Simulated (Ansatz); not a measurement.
# CdTe (F-43m) in Ansatz: a series of runs

One crystal, CdTe, is run at these levels: PBEsol, PBE, LDA; tasks: single point.

Program: Ansatz 0.2.0. These are calculated values, not measurements. Logs are shortened: lines on timing, memory, paths and dates and some standing lists are left out, and cuts for length are marked.

**What was measured.**

From a printed reference work, data compilation, for a bulk crystal of CdTe at 0 K: band gap 1.607 eV.

How close the calculation comes is told below.

### 1 Starting point

Symmetry: F-43m, No. 216, cubic system. Conventional cell: a = 6.410 Å, b = 6.410 Å, c = 6.410 Å, α = 90.00°, β = 90.00°, γ = 90.00°. Te (site symmetry -43m) is surrounded by 4 Cd at 2.78 Å. Cd (site symmetry -43m) has 4 Te at 2.78 Å as nearest neighbours.

### 2 Single point, PBEsol

Input file input.yaml:

```yaml
crystal:
  lattice:
    - [0.0, 3.205, 3.205]
    - [3.205, 0.0, 3.205]
    - [3.205, 3.205, 0.0]
  atoms:
    - { symbol: Te, position: [0.75, 0.75, 0.75] }
    - { symbol: Cd, position: [0.0, 0.0, 0.0] }
hamiltonian:
  xc: pbesol
  pseudopotentials: { kind: paw }
kpoints:
  mp_grid: { grid: [7, 7, 7] }
scf:
  occupations: { method: gaussian, width: 0.1 }
output:
  forces: true
  stress: true
  eigenvalues: true
  write_density: true
  write_potential: true
  elf: true
  volumetric_format: npy
```

Potentials or basis: Ansatz PAW.

Started as:

```
$ ansatz run input.yaml --threads 2 --pin off --max-ram 5632MiB --backend cpu --events-out ev --progress --plain --runs-dir out
```

Output:

```text
Warning: RAYON_NUM_THREADS=2 ignored (pool sized by the plan → 2); use --threads N
Engine: ansatz 0.2.0, x86_64-unknown-linux-gnu
Pseudopotentials: kind: paw
Pseudopotential: Te, paw, valence charge 16, recommended cutoff 420 eV (normal), Te.paw.azcp
Pseudopotential: Cd, paw, valence charge 20, recommended cutoff 420 eV (normal), Cd.paw.azcp
Functional definition: PBEsol
  exchange = pbesol_x
  correlation = pbesol_c
Crystal: 2 atoms, lattice volume = 65.844 Å³
Basis set: ecut = 420 eV, 1243 PW (Γ), exchange–correlation on 64×64×64 points (8 copies of the dense FFT grid, shifted against one another)
Bands: 22, of which v1, the nominal top of the filled ones, is band 18 counted from 1 (17 counted from 0)
Symmetry: 24 space group operations
Space group: F-43m (ITA 216), of the structure as read, at distance tolerance 4.0e-5 Å
k-points: 20 of 343 (time reversal used)
Non-local potential: Te, projectors of the file, l = 0: 2, l = 1: 2, l = 2: 2, l = 3: 2
Non-local potential: Cd, projectors of the file, l = 0: 3, l = 1: 2, l = 2: 2, l = 3: 1
PAW form: soft (Blöchl's): semilocal exchange-correlation on the pseudo side does not see the compensation charge
PAW frozen core: Te, regenerated for the run's functional, and the local potential with it (the file was generated under x = pbe(κ = 0.804, μ = 0.2195149727645171), c = pbe(β = 0.06672455060314922))
PAW frozen core: Cd, regenerated for the run's functional, and the local potential with it (the file was generated under x = pbe(κ = 0.804, μ = 0.2195149727645171), c = pbe(β = 0.06672455060314922))
PAW one-centre angular grid: Te, 590 points (default); XC on 64 Gauss nodes
PAW one-centre angular grid: Cd, 590 points (default); XC on 64 Gauss nodes
Initial density: superposition of atomic densities (neutral atoms: chi_scale 0, normalization atom), corrected by the library's trained network
Initial wavefunctions: pseudopotential atomic-orbital guess
Functional: x = pbesol(κ = 0.804, μ = 0.12345679012345678), c = pbesol(β = 0.046)
SCF iter   1: F=—  HF=-15086.332918 eV  |F-HF|=—  |Δ(HF+E_count)|=         —  Δρ=3.86e-3  dr2=1.25e-2  ethr=1.77e-3  ⟨swp⟩=5.8  Hψ=2048  notcnv=0
preconditioner: auto → none  [insulator: Δε(μ)=0.730 eV  Ē_g=11.427 eV  σ=0.100 eV  W_gap=1.00  n_scr=14 (ndim 8)  ℏωp=19.4 eV  f_vac=0.179  D(μ)=0.00/eV (n_scr^D=0)  ε∞_Penn≈3.9]
SCF iter   2: F=—  HF=-15086.328871 eV  |F-HF|=—  |Δ(HF+E_count)|=   4.05e-3  Δρ=9.19e-4  dr2=3.15e-4  ethr=3.48e-5  ⟨swp⟩=2.4  Hψ=865  notcnv=0
SCF iter   3: F=—  HF=-15086.329064 eV  |F-HF|=—  |Δ(HF+E_count)|=   1.94e-4  Δρ=4.29e-4  dr2=7.78e-5  ethr=8.75e-7  ⟨swp⟩=2.1  Hψ=587  notcnv=0
SCF iter   4: F=—  HF=-15086.329120 eV  |F-HF|=—  |Δ(HF+E_count)|=   5.51e-5  Δρ=1.98e-4  dr2=2.76e-5  ethr=2.16e-7  ⟨swp⟩=3.0  Hψ=772  notcnv=0
SCF iter   5: F=—  HF=-15086.329113 eV  |F-HF|=—  |Δ(HF+E_count)|=   6.82e-6  Δρ=2.31e-5  dr2=1.95e-7  ethr=7.66e-8  ⟨swp⟩=2.0  Hψ=600  notcnv=0
SCF iter   6: F=-15086.329113 eV  HF=-15086.329113 eV  |F-HF|=3.15e-8  |Δ(HF+E_count)|=   2.34e-7  Δρ=8.11e-6  dr2=2.28e-8  ethr=2.78e-10  ⟨swp⟩=10.9  Hψ=3276  notcnv=0
SCF 1 converged in 6 iterations: F = -15086.329113 eV  dr2 = 2.28e-8
SCF converged after 6 iterations
Free energy (F): -15086.329113 eV
Harris-Foulkes:  -15086.329113 eV  (|F-HF|=3.15e-8)
Internal energy: -15086.329113 eV  (E = F + TS)
E sigma→0 (E₀):  -15086.329113 eV
Fermi energy:    8.183877 eV
--- Per-component energies (eV) ---
  E_band       = -779.799109
  E_kinetic    = 686.523714
  E_local      = -5350.181751  (includes V_loc(G=0)·N_el)
  E_nonlocal   = -271.233708
  E_hartree    = 2700.465931
  E_xc         = -299.075579
  E_vxc        = -325.575569  (∫ρ·V_xc dr)
  E_paw        = -8598.798985  (= ΣΔE_a)
  E_vpaw       = -920.261517  (= ΣTr[D̂ρ^β])
  E_aug_tail   = -0.000209  (compensation charges beyond the density's cutoff)
  E_ewald      = -3954.745301
  E_core_change = 0.716775  (= ΣΔE_core)
  E_smearing   = -0.000000  (= −TS)
  E_closure    = 0.000000  (closes the sum)
  Σ components = -15086.329113   (vs F -15086.329113, Δ=0.00e0)
--- Forces (eV/Å), atoms counted from 1 ---
  atom   1  Te     0.00000000    -0.00000000     0.00000000
  atom   2  Cd    -0.00000000     0.00000000    -0.00000000
  max |Σ_I F_I| component: 1.20e-16 eV/Å
--- Stress (GPa, compression-positive) ---
        1.670489      -0.000000      -0.000000
        0.000000       1.670489       0.000000
       -0.000000       0.000000       1.670489
  P = ⅓ Tr σ = 1.6705 GPa (16.705 kbar)
--- Band table (eV; the first three rows and the last of 20) ---
  k-point 0: bands = ["-94.2734", "-55.3667", "-55.3667", "-55.3667", "-28.2604", "-28.2604", "-28.2604", "-28.2507", "-28.2507", "-3.6121", "-0.5710", "-0.5710", "-0.5710", "-0.2802", "-0.2802", "7.7985", "7.7985", "7.7985", "8.5552", "12.3413", "12.3413", "12.3413"]
  k-point 1: bands = ["-94.2734", "-55.3667", "-55.3667", "-55.3667", "-28.2605", "-28.2604", "-28.2604", "-28.2507", "-28.2507", "-3.5298", "-0.5552", "-0.5552", "-0.5101", "-0.2816", "-0.2816", "6.2917", "7.6095", "7.6095", "9.5529", "12.3637", "12.6207", "12.6207"]
  k-point 2: bands = ["-94.2734", "-55.3667", "-55.3667", "-55.3667", "-28.2605", "-28.2602", "-28.2602", "-28.2506", "-28.2506", "-3.3432", "-0.5233", "-0.5233", "-0.2963", "-0.2798", "-0.2798", "4.5418", "7.2483", "7.2483", "9.7371", "12.9620", "12.9620", "13.5128"]
  k-point 19: bands = ["-94.2734", "-55.3667", "-55.3667", "-55.3667", "-28.2605", "-28.2602", "-28.2598", "-28.2507", "-28.2504", "-3.0514", "-0.4441", "-0.4274", "-0.3161", "-0.2778", "0.3068", "3.4294", "5.1082", "5.8455", "11.4511", "12.5848", "13.6797", "14.4573"]
```

Run time: 1 s. Hardware: 2 threads of Intel Xeon 6975P-C (Granite Rapids), shared host; peak memory 0.41 GiB.

Results:

```
Free energy            : -15086.3291 eV
Pressure               : 1.7 GPa
Band gap on the k mesh : 0.76 eV, direct
```

Caveat: odd divisions of the mesh miss points on the zone boundary, where band edges often lie, so the gap on the mesh can be too wide; spin-orbit coupling is left out, which moves the levels of the heavy elements; the PAW data sets come from PBE, with cores solved anew for the run's functional, which leaves a small shift of forces and pressure.

### 3 Single point, PBE

Changes to input.yaml since step 2:

```diff
@@ -9,3 +9,3 @@
 hamiltonian:
-  xc: pbesol
+  xc: pbe
   pseudopotentials: { kind: paw }
@@ -14,3 +14,3 @@
 scf:
-  occupations: { method: gaussian, width: 0.1 }
+  occupations: { method: gaussian, width: 0.05 }
 output:
```

Potentials or basis: Ansatz PAW.

Started as:

```
$ ansatz run input.yaml --threads 2 --pin off --max-ram 5632MiB --backend cpu --events-out ev --progress --plain --runs-dir out
```

Output:

```text
Warning: RAYON_NUM_THREADS=2 ignored (pool sized by the plan → 2); use --threads N
[... 4 set-up lines as earlier in the session ...]
Functional definition: PBE
  parameter kappa = 0.804
  parameter beta = 0.06672455060314922
  exchange = pbe_x(kappa = kappa, mu = beta*pi^2/3)
  correlation = pbe_c(beta = beta)
Crystal: 2 atoms, lattice volume = 65.844 Å³
Basis set: ecut = 420 eV, 1243 PW (Γ), exchange–correlation on 64×64×64 points (8 copies of the dense FFT grid, shifted against one another)
Bands: 22, of which v1, the nominal top of the filled ones, is band 18 counted from 1 (17 counted from 0)
[... 2 set-up lines as earlier in the session ...]
k-points: 20 of 343 (time reversal used)
[... 7 set-up lines as earlier in the session ...]
Functional: x = pbe(κ = 0.804, μ = 0.2195149727645171), c = pbe(β = 0.06672455060314922)
[... 11 lines left out ...]
Harris-Foulkes:  -15235.257232 eV  (|F-HF|=2.10e-9)
Internal energy: -15235.257232 eV  (E = F + TS)
E sigma→0 (E₀):  -15235.257232 eV
Fermi energy:    8.377266 eV
--- Per-component energies (eV) ---
  E_band       = -775.989294
  E_kinetic    = 686.481083
  E_local      = -5346.869088  (includes V_loc(G=0)·N_el)
  E_nonlocal   = -276.798410
  E_hartree    = 2704.016456
  E_xc         = -301.589987
  E_vxc        = -326.551998  (∫ρ·V_xc dr)
  E_paw        = -8745.751779  (= ΣΔE_a)
  E_vpaw       = -920.285173  (= ΣTr[D̂ρ^β])
  E_aug_tail   = -0.000205  (compensation charges beyond the density's cutoff)
  E_ewald      = -3954.745301
  E_smearing   = -0.000000  (= −TS)
  E_closure    = -0.000000  (closes the sum)
  Σ components = -15235.257232   (vs F -15235.257232, Δ=0.00e0)
--- Forces (eV/Å), atoms counted from 1 ---
  atom   1  Te     0.00000000    -0.00000000    -0.00000000
  atom   2  Cd    -0.00000000    -0.00000000    -0.00000000
  max |Σ_I F_I| component: 9.25e-17 eV/Å
--- Stress (GPa, compression-positive) ---
        4.243174       0.000000      -0.000000
       -0.000000       4.243174       0.000000
        0.000000       0.000000       4.243174
  P = ⅓ Tr σ = 4.2432 GPa (42.432 kbar)
--- Band table (eV; the first three rows and the last of 20) ---
  k-point 0: bands = ["-94.2604", "-55.3235", "-55.3235", "-55.3235", "-28.1557", "-28.1557", "-28.1557", "-28.1464", "-28.1464", "-3.4288", "-0.4575", "-0.4575", "-0.4575", "-0.1710", "-0.1710", "7.9393", "7.9393", "7.9393", "8.8121", "12.5347", "12.5347", "12.5347"]
  k-point 1: bands = ["-94.2604", "-55.3235", "-55.3235", "-55.3235", "-28.1557", "-28.1556", "-28.1556", "-28.1463", "-28.1463", "-3.3478", "-0.4419", "-0.4419", "-0.3952", "-0.1723", "-0.1723", "6.4680", "7.7526", "7.7526", "9.7778", "12.5833", "12.8122", "12.8122"]
  k-point 2: bands = ["-94.2604", "-55.3236", "-55.3235", "-55.3235", "-28.1558", "-28.1555", "-28.1555", "-28.1463", "-28.1463", "-3.1651", "-0.4104", "-0.4104", "-0.1785", "-0.1704", "-0.1704", "4.7229", "7.3950", "7.3950", "9.9649", "13.1542", "13.1542", "13.7571"]
  k-point 19: bands = ["-94.2604", "-55.3236", "-55.3235", "-55.3235", "-28.1558", "-28.1555", "-28.1550", "-28.1463", "-28.1460", "-2.8814", "-0.3316", "-0.3155", "-0.2057", "-0.1683", "0.4248", "3.6112", "5.2845", "6.0113", "11.6631", "12.7962", "13.9008", "14.6953"]
```

v_z.tsv:

```text
# z_ang	v_es[eV]	v_tot[eV]
# format = ansatz-planar-average/11
# xc	pbe
# density_cutoff_ev	1680
# datasets	Te=:simpson_from_first_knot:soft	Cd=:simpson_from_first_knot:soft
# lattice	0.000000000	3.205000000	3.205000000
# lattice	3.205000000	0.000000000	3.205000000
# lattice	3.205000000	3.205000000	0.000000000
# sites	2
# site	52	4.807500000	4.807500000	4.807500000
# site	48	0.000000000	0.000000000	0.000000000
0.000000	3.201025e0	-7.794317e0
0.141642	4.116518e0	-6.473368e0
0.283285	4.989374e0	-5.083050e0
0.424927	5.796431e0	-3.667103e0
0.566569	6.606558e0	-2.189178e0
0.708212	7.440895e0	-6.568746e-1
[... 24 lines left out ...]
4.249270	2.177889e0	-9.254652e0
4.390912	2.471246e0	-8.799136e0
```

Run time: 0.97 s. Hardware: 2 threads of Intel Xeon 6975P-C (Granite Rapids), shared host; peak memory 0.41 GiB.

Results:

```
Free energy            : -15235.2572 eV
Pressure               : 4.2 GPa
Band gap on the k mesh : 0.87 eV, direct
```

Levels at points of the mesh, in eV from the valence-band top:
```tsv
k point	band 15	band 16	band 17	band 18	band 19	band 20	band 21	band 22
(0.00, 0.00, 0.00)	-8.11	0.00	0.00	0.00	0.87	4.60	4.60	4.60
```

Caveat: odd divisions of the mesh miss points on the zone boundary, where band edges often lie, so the gap on the mesh can be too wide; spin-orbit coupling is left out, which moves the levels of the heavy elements.

### 4 Single point, LDA

Changes to input.yaml since step 3:

```diff
@@ -9,3 +9,3 @@
 hamiltonian:
-  xc: pbe
+  xc: lda
   pseudopotentials: { kind: paw }
@@ -19,5 +19 @@
   eigenvalues: true
-  write_density: true
-  write_potential: true
-  elf: true
-  volumetric_format: npy
```

Potentials or basis: Ansatz PAW.

Started as:

```
$ ansatz run input.yaml --threads 2 --pin off --max-ram 5632MiB --backend cpu --events-out ev --progress --plain --runs-dir out
```

Output:

```text
Warning: RAYON_NUM_THREADS=2 ignored (pool sized by the plan → 2); use --threads N
[... 4 set-up lines as earlier in the session ...]
Functional definition: SPW92
  exchange = slater_x
  correlation = pw_c
Crystal: 2 atoms, lattice volume = 65.844 Å³
Basis set: ecut = 420 eV, 1243 PW (Γ)
Bands: 22, of which v1, the nominal top of the filled ones, is band 18 counted from 1 (17 counted from 0)
[... 2 set-up lines as earlier in the session ...]
k-points: 20 of 343 (time reversal used)
[... 9 set-up lines as earlier in the session ...]
Functional: x = slater, c = lda
SCF iter   1: F=—  HF=-14945.816341 eV  |F-HF|=—  |Δ(HF+E_count)|=         —  Δρ=6.56e-3  dr2=2.10e-2  ethr=1.77e-3  ⟨swp⟩=6.0  Hψ=2077  notcnv=0
preconditioner: auto → none  [insulator: Δε(μ)=0.571 eV  Ē_g=11.379 eV  σ=0.050 eV  W_gap=1.00  n_scr=14 (ndim 8)  ℏωp=19.4 eV  f_vac=0.179  D(μ)=0.00/eV (n_scr^D=0)  ε∞_Penn≈3.9]
SCF iter   2: F=—  HF=-14945.809201 eV  |F-HF|=—  |Δ(HF+E_count)|=   7.14e-3  Δρ=2.12e-3  dr2=1.29e-3  ethr=5.85e-5  ⟨swp⟩=3.0  Hψ=1040  notcnv=0
SCF iter   3: F=—  HF=-14945.809106 eV  |F-HF|=—  |Δ(HF+E_count)|=   9.49e-5  Δρ=1.02e-3  dr2=3.07e-4  ethr=3.59e-6  ⟨swp⟩=2.0  Hψ=551  notcnv=0
SCF iter   4: F=—  HF=-14945.809110 eV  |F-HF|=—  |Δ(HF+E_count)|=   3.75e-6  Δρ=3.05e-4  dr2=5.90e-5  ethr=8.54e-7  ⟨swp⟩=2.0  Hψ=599  notcnv=0
SCF iter   5: F=—  HF=-14945.809083 eV  |F-HF|=—  |Δ(HF+E_count)|=   2.69e-5  Δρ=2.18e-5  dr2=2.95e-7  ethr=1.64e-7  ⟨swp⟩=2.0  Hψ=609  notcnv=0
SCF iter   6: F=-14945.809083 eV  HF=-14945.809083 eV  |F-HF|=2.46e-8  |Δ(HF+E_count)|=   1.06e-7  Δρ=8.59e-6  dr2=3.13e-8  ethr=2.78e-10  ⟨swp⟩=6.7  Hψ=2009  notcnv=0
SCF 1 converged in 6 iterations: F = -14945.809083 eV  dr2 = 3.13e-8
SCF converged after 6 iterations
Free energy (F): -14945.809083 eV
Harris-Foulkes:  -14945.809083 eV  (|F-HF|=2.46e-8)
Internal energy: -14945.809083 eV  (E = F + TS)
E sigma→0 (E₀):  -14945.809083 eV
Fermi energy:    7.925804 eV
--- Per-component energies (eV) ---
  E_band       = -786.124011
  E_kinetic    = 687.573023
  E_local      = -5358.992900  (includes V_loc(G=0)·N_el)
  E_nonlocal   = -263.913643
  E_hartree    = 2700.046722
  E_xc         = -299.546165
  E_vxc        = -326.524347  (∫ρ·V_xc dr)
  E_paw        = -8457.675826  (= ΣΔE_a)
  E_vpaw       = -924.365027  (= ΣTr[D̂ρ^β])
  E_aug_tail   = -0.000224  (compensation charges beyond the density's cutoff)
  E_ewald      = -3954.745301
  E_core_change = 1.445230  (= ΣΔE_core)
  E_smearing   = -0.000000  (= −TS)
  E_closure    = 0.000000  (closes the sum)
  Σ components = -14945.809083   (vs F -14945.809083, Δ=0.00e0)
--- Forces (eV/Å), atoms counted from 1 ---
  atom   1  Te     0.00000000    -0.00000000    -0.00000000
  atom   2  Cd    -0.00000000     0.00000000     0.00000000
  max |Σ_I F_I| component: 1.48e-16 eV/Å
--- Stress (GPa, compression-positive) ---
       -0.024190       0.000000      -0.000000
        0.000000      -0.024190       0.000000
       -0.000000       0.000000      -0.024190
  P = ⅓ Tr σ = -0.0242 GPa (-0.242 kbar)
--- Band table (eV; the first three rows and the last of 20) ---
  k-point 0: bands = ["-94.3599", "-55.5015", "-55.5015", "-55.5015", "-28.4307", "-28.4307", "-28.4307", "-28.4206", "-28.4206", "-3.8496", "-0.7682", "-0.7682", "-0.7682", "-0.4789", "-0.4789", "7.6184", "7.6184", "7.6184", "8.2288", "12.1320", "12.1320", "12.1320"]
  k-point 1: bands = ["-94.3599", "-55.5015", "-55.5015", "-55.5015", "-28.4307", "-28.4306", "-28.4306", "-28.4206", "-28.4206", "-3.7675", "-0.7524", "-0.7524", "-0.7082", "-0.4802", "-0.4802", "6.0711", "7.4288", "7.4288", "9.2682", "12.1411", "12.4108", "12.4108"]
  k-point 2: bands = ["-94.3599", "-55.5015", "-55.5015", "-55.5015", "-28.4308", "-28.4305", "-28.4305", "-28.4205", "-28.4205", "-3.5810", "-0.7207", "-0.7207", "-0.4972", "-0.4785", "-0.4785", "4.3271", "7.0668", "7.0668", "9.4607", "12.7561", "12.7561", "13.2670"]
  k-point 19: bands = ["-94.3599", "-55.5016", "-55.5015", "-55.5015", "-28.4308", "-28.4305", "-28.4300", "-28.4206", "-28.4203", "-3.2883", "-0.6421", "-0.6252", "-0.5149", "-0.4766", "0.0972", "3.2103", "4.9247", "5.6621", "11.2193", "12.3580", "13.4521", "14.2499"]
```

Wall time 0.77 s (2 threads of Intel Xeon 6975P-C (Granite Rapids), shared host); peak memory 0.39 GiB.

What came out:

- Free energy: -14945.8091 eV
- Pressure: 0.0 GPa
- Band gap on the k mesh: 0.61 eV, direct

Levels at points of the mesh, in eV from the valence-band top:
```csv
k point,band 15,band 16,band 17,band 18,band 19,band 20,band 21,band 22
"(0.00, 0.00, 0.00)",-8.10,0.00,0.00,0.00,0.61,4.51,4.51,4.51
```

Caveat: odd divisions of the mesh miss points on the zone boundary, where band edges often lie, so the gap on the mesh can be too wide; spin-orbit coupling is left out, which moves the levels of the heavy elements; the PAW data sets come from PBE, with cores solved anew for the run's functional, which leaves a small shift of forces and pressure.

### 5 Summary

| level | smearing | gap on the mesh (eV) | pressure (GPa) |
| --- | --- | --- | --- |
| PBEsol | gaussian 0.1 eV | 0.76 | 1.7 |
| PBE | gaussian 0.05 eV | 0.87 | 4.2 |
| LDA | gaussian 0.05 eV | 0.61 | 0.0 |

Alike in all rows: task single point; potentials or basis Ansatz PAW; no spin polarisation; cell as given; k mesh 7 × 7 × 7; cutoff (eV) 420.

On the cell as given the gap runs from 0.61 eV (LDA) to 0.87 eV (PBE). The pressure there spans 0.0 GPa (LDA) to 4.2 GPa (PBE); a positive pressure means that this level wants a larger cell, a negative one a smaller.

Caveats: odd divisions of the mesh miss points on the zone boundary, where band edges often lie, so the gap on the mesh can be too wide; spin-orbit coupling is left out, which moves the levels of the heavy elements; the PAW data sets come from PBE, with cores solved anew for the run's functional, which leaves a small shift of forces and pressure (some runs).

Absolute energies hang on the potentials; compare differences alone.

### 6 Comparison with measurements

Step 2. Measured gap of CdTe: 1.607 eV (0 K; a printed reference work, data compilation). This calculation gives 0.76 eV (-0.85 eV). Spin-orbit coupling on Cd, Te is left out. The value is that of PBEsol, without temperature or zero-point motion. Semilocal functionals fall short of measured gaps as a rule.

Step 3. A measured gap of CdTe is 1.607 eV (0 K; a printed reference work, data compilation); the calculated 0.87 eV misses it by -0.73 eV. Spin-orbit coupling on Cd, Te is left out. The value is that of PBE, without temperature or zero-point motion. Semilocal functionals fall short of measured gaps as a rule.

Step 4. A measured gap of CdTe is 1.607 eV (0 K; a printed reference work, data compilation); the calculated 0.61 eV misses it by -1.00 eV. Spin-orbit coupling on Cd, Te is left out. The value is that of LDA, without temperature or zero-point motion. Semilocal functionals fall short of measured gaps as a rule.
